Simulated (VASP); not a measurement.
# ZnO (Fm-3m) in VASP: equation of state

Aim: energy against volume of ZnO in PBE, for its equilibrium volume and stiffness.

All numbers are computed with VASP 6.6.1; they aren't measurements. Logs are shortened: lines on timing, memory, paths and dates and some standing lists are left out, and cuts for length are marked.

## 1. The structure

The structure is cubic, space group Fm-3m (No. 225). The conventional cell has a = 4.339 Å, b = 4.339 Å, c = 4.339 Å, α = 90.00°, β = 90.00°, γ = 90.00°. Zn (site symmetry m-3m) has 6 O at 2.17 Å as nearest neighbours. Around O (site symmetry m-3m) lie 6 Zn at 2.17 Å.

Measurements of this composition are mostly on another form, of space group No. 186.

## 2. Equation of state, PBE, 9.60 Å³/atom (volume scaled by 0.94)

Contents of INCAR:

```
PREC = Accurate ; ENCUT = 520
EDIFF = 1E-7 ; ISMEAR = -1
SIGMA = 0.05 ; LREAL = F
LASPH = T ; NELM = 80
ALGO = Normal ; ISIF = 2
LWAVE = F ; LCHARG = F
GGA = PE ; NBANDS = 16
```

Contents of KPOINTS:

```
regular mesh
0
Gamma
  11 11 11
```

Contents of POSCAR:

```
ZnO
1.0
    0.0000000000      2.1251552469      2.1251552469
    2.1251552469      0.0000000000      2.1251552469
    2.1251552469      2.1251552469      0.0000000000
Zn O
1 1
Direct
    0.0000000000      0.0000000000      0.0000000000
    0.5000000000      0.5000000000      0.5000000000
```

Potentials or basis: VASP PAW PBE potentials, release 64 (Zn, O).

Launch:

```console
cat potpaw_PBE.64/Zn/POTCAR potpaw_PBE.64/O/POTCAR > POTCAR
mpirun -np 1 vasp_std > vasp.out
```

OUTCAR:

```text
PREC = Accurate
   ENCUT = 520
   EDIFF = 1E-7
   ISMEAR = -1
   LREAL = F
   LASPH = T
   NELM = 80
   ISIF = 2
   GGA = PE

 ion  position               nearest neighbor table
   1  0.000  0.000  0.000-   2 2.13   2 2.13   2 2.13   2 2.13   2 2.13   2 2.13
   2  0.500  0.500  0.500-   1 2.13   1 2.13   1 2.13   1 2.13   1 2.13   1 2.13

  LATTYP: Found a face centered cubic cell.
 ALAT       =     4.2503104938

  Lattice vectors:

 A1 = (   0.0000000000,   2.1251552469,   2.1251552469)
 A2 = (   2.1251552469,   0.0000000000,   2.1251552469)
 A3 = (   2.1251552469,   2.1251552469,   0.0000000000)

Analysis of symmetry for initial positions (statically):
=====================================================================
 Subroutine PRICEL returns:
 Original cell was already a primitive cell.

 Routine SETGRP: Setting up the symmetry group for a
 face centered cubic supercell.

 Subroutine GETGRP returns: Found 48 space group operations
 (whereof 48 operations were pure point group operations)
 out of a pool of 48 trial point group operations.

The static configuration has the point symmetry O_h .

Analysis of symmetry for dynamics (positions and initial velocities):
=====================================================================
 Subroutine PRICEL returns:
 Original cell was already a primitive cell.

 Routine SETGRP: Setting up the symmetry group for a
 face centered cubic supercell.

 Subroutine GETGRP returns: Found 48 space group operations
 (whereof 48 operations were pure point group operations)
 out of a pool of 48 trial point group operations.

The dynamic configuration has the point symmetry O_h .

 Subroutine INISYM returns: Found 48 space group operations
 (whereof 48 operations are pure point group operations),
 and found     1 'primitive' translations

----------------------------------------------------------------------------------------

                                     Primitive cell

  volume of cell :      19.1956

  direct lattice vectors                    reciprocal lattice vectors
     0.000000000  2.125155247  2.125155247    -0.235276929  0.235276929  0.235276929
     2.125155247  0.000000000  2.125155247     0.235276929 -0.235276929  0.235276929
     2.125155247  2.125155247  0.000000000     0.235276929  0.235276929 -0.235276929

  length of vectors
     3.005423372  3.005423372  3.005423372     0.407511595  0.407511595  0.407511595

  position of ions in fractional coordinates (direct lattice)
[... 105 lines left out ...]
   EDIFF  = 0.1E-06   stopping-criterion for ELM
   LREAL  =      F    real-space projection
   EDIFFG = 0.1E-05   stopping-criterion for IOM
   NSW    =      0    number of steps for IOM
   IBRION =     -1    ionic relax: 0-MD 1-quasi-New 2-CG
   NFREE  =      0    steps in history (QN), initial steepest desc. (CG)
   ISIF   =      2    stress and relaxation
   ISYM   =      2    0-nonsym 1-usesym 2-fastsym
   POTIM  = 0.5000    time-step for ionic-motion
   TEBEG  =    0.0;   TEEND  =   0.0 temperature during run
   PSTRESS=    0.0 pullay stress
   NELECT =      18.0000    total number of electrons
   NUPDOWN=      -1.0000    fix difference up-down
   EMIN   =  10.00;   EMAX   =-10.00  energy-range for DOS
   EFERMI =   0.00;   METHOD = LEGACY
   ISMEAR =    -1;   SIGMA  =   0.05  broadening in eV -4-tet -1-fermi 0-gaus
   EFERMI_NEDOS =   21; number of points for ismear=-14 and -15
   IALGO  =     38    algorithm
   IMIX   =      4    mixing-type and parameters
     AMIX     =   0.40;   BMIX     =  1.00
     AMIX_MAG =   1.60;   BMIX_MAG =  1.00
  volume/ion in A,a.u.               =       9.60        64.77
  Fermi-wavevector in a.u.,A,eV,Ry     =   1.602378  3.028056 34.934532  2.567616
  Thomas-Fermi vector in A             =   2.699208
   LORBIT       =      0    0 simple, 1 ext, 2 COOP (PROOUT), +10 PAW based schemes
   GGA     = PE    functional components
   LHFCALC =     F    Hartree Fock is set to
   AEXX    =    0.0000 exact exchange contribution
   IVDW    =     0    specifies the selected vdW correction
   LEPSILON=     F    determine dielectric tensor
   LRPA    =     F    only Hartree local field effects (RPA)
 non-spin polarized calculation
  energy-cutoff  :      520.00
  volume of cell :       19.20
 maximum number of plane-waves:       532
   NGX = 11   NGY = 11   NGZ = 11

 number of electron      17.9999996 magnetization

 Free energy of the ion-electron system (eV)
  ---------------------------------------------------
  ext. energy  EPLUGINS =         0.00000000
  ---------------------------------------------------
  free energy    TOTEN  =        -8.58905239 eV

  energy without entropy =       -8.58905180  energy(sigma->0) =       -8.58905209

 E-fermi :   3.5305     XC(G=0): -12.4131

 val. band max:        2.9303836111   @ k =   0.4545   0.0000   0.0000
 cond. band min:       3.9284200854   @ k =   0.0000   0.0000   0.0000
 fundamental gap:      0.9980364743
 Fermi energy:         3.5305489448

 k-point     1 :       0.0000    0.0000    0.0000
  band No.  band energies     occupation
      1     -15.8386      2.00000
      2      -1.9407      2.00000
      3      -1.9407      2.00000
      4      -1.9407      2.00000
      5      -1.7156      2.00000
      6      -1.7156      2.00000
[... 737 lines left out ...]
      3      -2.8859      2.00000
      4      -2.7930      2.00000
      5      -1.5461      2.00000
      6      -1.4829      2.00000
[... 8 lines left out ...]
     15      25.4785      0.00000
     16      27.9343      0.00000

 [... further k-points ...]

------------------------ aborting loop because EDIFF is reached ----------------------------------------

  FORCE on cell =-STRESS in cart. coord.  units (eV):
  Direction    XX          YY          ZZ          XY          YZ          ZX
  --------------------------------------------------------------------------------------
  -------------------------------------------------------------------------------------
  Total        1.4040038      1.4040038      1.4040038      0.0000000      0.0000000      0.0000000
  in kB      117.1863109    117.1863109    117.1863109      0.0000000      0.0000000      0.0000000
  external PRESSURE =     117.1863109 kB  Pullay stress =       0.0000000 kB

 VOLUME and BASIS-vectors are now :
 -----------------------------------------------------------------------------
  energy-cutoff  :      520.00
  volume of cell :       19.20
      direct lattice vectors                 reciprocal lattice vectors
     0.000000000  2.125155247  2.125155247    -0.235276929  0.235276929  0.235276929
     2.125155247  0.000000000  2.125155247     0.235276929 -0.235276929  0.235276929
     2.125155247  2.125155247  0.000000000     0.235276929  0.235276929 -0.235276929

 POSITION                                       TOTAL-FORCE (eV/Angst)
 -----------------------------------------------------------------------------------
      0.00000      0.00000      0.00000         0.000000      0.000000     -0.000000
      2.12516      2.12516      2.12516        -0.000000     -0.000000      0.000000
 -----------------------------------------------------------------------------------
    total drift:                                0.000000     -0.000000     -0.000000

  FREE ENERGIE OF THE ION-ELECTRON SYSTEM (eV)
  ---------------------------------------------------
  free  energy   TOTEN  =        -8.5890523878 eV

  energy  without entropy=       -8.5890517966  energy(sigma->0) =       -8.58905209
```

Wall time 11 s (1 thread of Intel Xeon Platinum 8488C (Sapphire Rapids), shared host); peak memory 0.14 GiB.

What came out:

| Item | Value |
| --- | --- |
| Free energy | -8.5891 eV |
| Pressure | 11.7 GPa |
| Band gap on the k mesh | 1.00 eV, indirect (least direct gap 2.42 eV) |

Caveat: an odd mesh through Γ misses points on the zone boundary, where band edges often lie.

## 3. Equation of state, PBE, 9.80 Å³/atom (volume scaled by 0.96)

Contents of INCAR:

```
PREC = Accurate
ENCUT = 520
EDIFF = 1E-7
ISMEAR = -1
SIGMA = 0.05
LREAL = F
LASPH = T
NELM = 100
ALGO = Normal
ISIF = 2
LWAVE = F
LCHARG = F
GGA = PE
NBANDS = 16
```

Contents of KPOINTS:

```
Automatic mesh
0
Gamma
  11 11 11
```

Contents of POSCAR:

```
ZnO
1.0
    0.0000000000      2.1401216220      2.1401216220
    2.1401216220      0.0000000000      2.1401216220
    2.1401216220      2.1401216220      0.0000000000
Zn O
1 1
Direct
    0.0000000000      0.0000000000      0.0000000000
    0.5000000000      0.5000000000      0.5000000000
```

Potentials or basis: VASP PAW PBE potentials, release 64 (Zn, O).

Launch:

```console
cat potpaw_PBE.64/Zn/POTCAR potpaw_PBE.64/O/POTCAR > POTCAR
mpirun -np 1 vasp_std > vasp.out
```

It took 12 s on 1 thread of Intel Xeon Platinum 8488C (Sapphire Rapids), shared host; peak memory 0.14 GiB.

Results (log left out):

| Item | Value |
| --- | --- |
| Free energy | -8.6137 eV |
| Pressure | 7.3 GPa |
| Band gap on the k mesh | 0.90 eV, indirect (least direct gap 2.24 eV) |

Caveat: an odd mesh through Γ misses points on the zone boundary, where band edges often lie.

## 4. Equation of state, PBE, 10.01 Å³/atom (volume scaled by 0.98)

Contents of INCAR:

```
SYSTEM = ZnO
PREC = Accurate ; ENCUT = 520
EDIFF = 1E-7 ; ISMEAR = -1
SIGMA = 0.05 ; LREAL = .FALSE.
LASPH = .TRUE. ; NELM = 60
ALGO = Normal ; ISIF = 2
LWAVE = .FALSE. ; LCHARG = .FALSE.
GGA = PE ; NBANDS = 16
```

Contents of KPOINTS:

```
Automatic mesh
0
G
  11 11 11
  0 0 0
```

Contents of POSCAR:

```
ZnO
1.0
    0.0000000000      2.1548815479      2.1548815479
    2.1548815479      0.0000000000      2.1548815479
    2.1548815479      2.1548815479      0.0000000000
Zn O
1 1
Direct
    0.0000000000      0.0000000000      0.0000000000
    0.5000000000      0.5000000000      0.5000000000
```

Launch:

```console
cat potpaw_PBE.64/Zn/POTCAR potpaw_PBE.64/O/POTCAR > POTCAR
mpirun -np 1 vasp_std > vasp.out
```

It took 11 s on 1 thread of Intel Xeon Platinum 8488C (Sapphire Rapids), shared host; peak memory 0.14 GiB.

Results (log left out):

- Free energy: -8.6278 eV
- Pressure: 3.4 GPa
- Band gap on the k mesh: 0.81 eV, indirect (least direct gap 2.07 eV)

Caveat: an odd mesh through Γ misses points on the zone boundary, where band edges often lie.

## 5. Equation of state, PBE, 10.41 Å³/atom (volume scaled by 1.02)

Contents of INCAR:

```
ALGO = Normal ; EDIFF = 1E-7
ENCUT = 520 ; GGA = PE
ISIF = 2 ; ISMEAR = -1
LASPH = T ; LCHARG = F
LREAL = F ; LWAVE = F
NBANDS = 16 ; NELM = 60
PREC = Accurate ; SIGMA = 0.05
```

Contents of KPOINTS:

```
k-points
0
Gamma
  11 11 11
```

Contents of POSCAR:

```
ZnO
1.0
    0.0000000000      2.1838095843      2.1838095843
    2.1838095843      0.0000000000      2.1838095843
    2.1838095843      2.1838095843      0.0000000000
Zn O
1 1
Direct
    0.0000000000      0.0000000000      0.0000000000
    0.5000000000      0.5000000000      0.5000000000
```

Potentials or basis: VASP PAW PBE potentials, release 64 (Zn, O).

Launch:

```console
cat potpaw_PBE.64/Zn/POTCAR potpaw_PBE.64/O/POTCAR > POTCAR
mpirun -np 1 vasp_std > vasp.out
```

OUTCAR:

```text
EDIFF = 1E-7
   ENCUT = 520
   GGA = PE
   ISIF = 2
   ISMEAR = -1
   LASPH = T
   LREAL = F
   NELM = 60
   PREC = Accurate

 ion  position               nearest neighbor table
   1  0.000  0.000  0.000-   2 2.18   2 2.18   2 2.18   2 2.18   2 2.18   2 2.18
   2  0.500  0.500  0.500-   1 2.18   1 2.18   1 2.18   1 2.18   1 2.18   1 2.18

  LATTYP: Found a face centered cubic cell.
 ALAT       =     4.3676191686

  Lattice vectors:

 A1 = (   0.0000000000,   2.1838095843,   2.1838095843)
 A2 = (   2.1838095843,   0.0000000000,   2.1838095843)
 A3 = (   2.1838095843,   2.1838095843,   0.0000000000)

Analysis of symmetry for initial positions (statically):
=====================================================================
 Subroutine PRICEL returns:
 Original cell was already a primitive cell.

 Routine SETGRP: Setting up the symmetry group for a
 face centered cubic supercell.

 Subroutine GETGRP returns: Found 48 space group operations
 (whereof 48 operations were pure point group operations)
 out of a pool of 48 trial point group operations.

The static configuration has the point symmetry O_h .

Analysis of symmetry for dynamics (positions and initial velocities):
=====================================================================
 Subroutine PRICEL returns:
 Original cell was already a primitive cell.

 Routine SETGRP: Setting up the symmetry group for a
 face centered cubic supercell.

 Subroutine GETGRP returns: Found 48 space group operations
 (whereof 48 operations were pure point group operations)
 out of a pool of 48 trial point group operations.

The dynamic configuration has the point symmetry O_h .

 Subroutine INISYM returns: Found 48 space group operations
 (whereof 48 operations are pure point group operations),
 and found     1 'primitive' translations

----------------------------------------------------------------------------------------

[... 137 lines left out ...]
     AMIX     =   0.40;   BMIX     =  1.00
     AMIX_MAG =   1.60;   BMIX_MAG =  1.00
  volume/ion in A,a.u.               =      10.41        70.28
  Fermi-wavevector in a.u.,A,eV,Ry     =   1.559340  2.946726 33.083139  2.431542
  Thomas-Fermi vector in A             =   2.662713
   LORBIT       =      0    0 simple, 1 ext, 2 COOP (PROOUT), +10 PAW based schemes
   GGA     = PE    functional components
   LHFCALC =     F    Hartree Fock is set to
   AEXX    =    0.0000 exact exchange contribution
   IVDW    =     0    specifies the selected vdW correction
   LEPSILON=     F    determine dielectric tensor
   LRPA    =     F    only Hartree local field effects (RPA)
 non-spin polarized calculation
  energy-cutoff  :      520.00
  volume of cell :       20.83
 maximum number of plane-waves:       572
   NGX = 11   NGY = 11   NGZ = 11

 number of electron      18.0000001 magnetization

 Free energy of the ion-electron system (eV)
  ---------------------------------------------------
  ext. energy  EPLUGINS =         0.00000000
  ---------------------------------------------------
  free energy    TOTEN  =        -8.62862118 eV

  energy without entropy =       -8.62860463  energy(sigma->0) =       -8.62861291

 E-fermi :   2.5232     XC(G=0): -11.9524

 val. band max:        2.1027508509   @ k =   0.4545   0.0000   0.0000
 cond. band min:       2.7340565746   @ k =   0.0000   0.0000   0.0000
 fundamental gap:      0.6313057236
 Fermi energy:         2.5231909484

 k-point     1 :       0.0000    0.0000    0.0000
  band No.  band energies     occupation
      1     -15.9323      2.00000
      2      -2.6430      2.00000
      3      -2.6430      2.00000
      4      -2.6430      2.00000
      5      -2.4540      2.00000
      6      -2.4540      2.00000
[... 737 lines left out ...]
      3      -3.3641      2.00000
      4      -3.2920      2.00000
      5      -2.3149      2.00000
      6      -2.2632      2.00000
[... 8 lines left out ...]
     15      23.7159      0.00000
     16      26.1647      0.00000

 [... further k-points ...]

------------------------ aborting loop because EDIFF is reached ----------------------------------------

  FORCE on cell =-STRESS in cart. coord.  units (eV):
  Direction    XX          YY          ZZ          XY          YZ          ZX
  --------------------------------------------------------------------------------------
  -------------------------------------------------------------------------------------
  Total       -0.4184697     -0.4184697     -0.4184697      0.0000000      0.0000000      0.0000000
  in kB      -32.1884649    -32.1884649    -32.1884649      0.0000000      0.0000000      0.0000000
  external PRESSURE =     -32.1884649 kB  Pullay stress =       0.0000000 kB

 VOLUME and BASIS-vectors are now :
 -----------------------------------------------------------------------------
  energy-cutoff  :      520.00
  volume of cell :       20.83
      direct lattice vectors                 reciprocal lattice vectors
     0.000000000  2.183809584  2.183809584    -0.228957691  0.228957691  0.228957691
     2.183809584  0.000000000  2.183809584     0.228957691 -0.228957691  0.228957691
     2.183809584  2.183809584  0.000000000     0.228957691  0.228957691 -0.228957691

 POSITION                                       TOTAL-FORCE (eV/Angst)
 -----------------------------------------------------------------------------------
      0.00000      0.00000      0.00000         0.000000     -0.000000     -0.000000
      2.18381      2.18381      2.18381        -0.000000      0.000000      0.000000
 -----------------------------------------------------------------------------------
    total drift:                                0.000000     -0.000000     -0.000000

  FREE ENERGIE OF THE ION-ELECTRON SYSTEM (eV)
  ---------------------------------------------------
  free  energy   TOTEN  =        -8.6286211808 eV

  energy  without entropy=       -8.6286046349  energy(sigma->0) =       -8.62861291
```

stdout:

```text
POSCAR found type information on POSCAR ZnO
 POSCAR found :  2 types and       2 ions
 scaLAPACK will be used
 LDA part: xc-table for (Slater+PW92), standard interpolation
 POSCAR, INCAR and KPOINTS ok, starting setup
 FFT: planning ... GRIDC
 FFT: planning ... GRID_SOFT
 FFT: planning ... GRID
 WAVECAR not read
 entering main loop
```

Run time: 15 s. Hardware: 1 thread of Intel Xeon Platinum 8488C (Sapphire Rapids), shared host; peak memory 0.14 GiB.

What came out:

| Property | Result |
| --- | --- |
| Free energy | -8.6286 eV |
| Pressure | -3.2 GPa |
| Band gap on the k mesh | 0.63 eV, indirect (least direct gap 1.76 eV) |

Caveat: an odd mesh through Γ misses points on the zone boundary, where band edges often lie.

## 6. Equation of state, PBE, 10.62 Å³/atom (volume scaled by 1.04)

Contents of INCAR:

```
SYSTEM = ZnO
  ALGO = Normal
  EDIFF = 1E-7
  ENCUT = 520
  GGA = PE
  ISIF = 2
  ISMEAR = -1
  LASPH = .TRUE.
  LCHARG = .FALSE.
  LREAL = .FALSE.
  LWAVE = .FALSE.
  NBANDS = 16
  NELM = 60
  PREC = Accurate
  SIGMA = 0.05
```

Contents of KPOINTS:

```
k-points
0
G
  11 11 11
  0 0 0
```

Contents of POSCAR:

```
ZnO
1.0
    0.0000000000      2.1979905633      2.1979905633
    2.1979905633      0.0000000000      2.1979905633
    2.1979905633      2.1979905633      0.0000000000
Zn O
1 1
Direct
    0.0000000000      0.0000000000      0.0000000000
    0.5000000000      0.5000000000      0.5000000000
```

Potentials or basis: VASP PAW PBE potentials, release 64 (Zn, O).

Launch:

```console
cat potpaw_PBE.64/Zn/POTCAR potpaw_PBE.64/O/POTCAR > POTCAR
mpirun -np 1 vasp_std > vasp.out
```

Wall time 14 s (1 thread of Intel Xeon Platinum 8488C (Sapphire Rapids), shared host); peak memory 0.14 GiB.

It converged, with:

- Free energy: -8.6172 eV
- Pressure: -6.0 GPa
- Band gap on the k mesh: 0.55 eV, indirect (least direct gap 1.62 eV)

Caveat: an odd mesh through Γ misses points on the zone boundary, where band edges often lie.

## 7. Equation of state, PBE, 10.82 Å³/atom (volume scaled by 1.06)

Contents of INCAR:

```
SYSTEM = ZnO
PREC = Accurate
ENCUT = 520
EDIFF = 1E-7
ISMEAR = -1
SIGMA = 0.05
LREAL = .False.
LASPH = .True.
NELM = 100
ALGO = Normal
ISIF = 2
LWAVE = .False.
LCHARG = .False.
GGA = PE
NBANDS = 16
```

Contents of KPOINTS:

```
Automatic mesh
0
Gamma
  11 11 11
  0 0 0
```

Contents of POSCAR:

```
ZnO
1.0
    0.0000000000      2.2119908807      2.2119908807
    2.2119908807      0.0000000000      2.2119908807
    2.2119908807      2.2119908807      0.0000000000
Zn O
1 1
Direct
    0.0000000000      0.0000000000      0.0000000000
    0.5000000000      0.5000000000      0.5000000000
```

Launch:

```console
cat potpaw_PBE.64/Zn/POTCAR potpaw_PBE.64/O/POTCAR > POTCAR
mpirun -np 1 vasp_std > vasp.out
```

Wall time 12 s (1 thread of Intel Xeon Platinum 8488C (Sapphire Rapids), shared host); peak memory 0.14 GiB.

The run converged. Its results:

```yaml
Free_energy: -8.5990 eV
Pressure: -8.5 GPa
Band_gap_on_the_k_mesh: 0.47 eV, indirect (least direct gap 1.48 eV)
```

Caveat: an odd mesh through Γ misses points on the zone boundary, where band edges often lie.

## 8. Equation of state, PBE

This step only gathers the single runs of the series.

Results:

* Equilibrium volume: 10.22 Å³/atom
* Bulk modulus: 165 GPa
* Pressure derivative of the bulk modulus: 4.6

Energy against volume, from the lowest point:
```tsv
volume (Å³/atom)	energy (meV/atom)
9.598	21.69
9.802	9.36
10.006	2.32
10.210	0.00
10.415	1.91
10.619	7.63
10.823	16.70
```
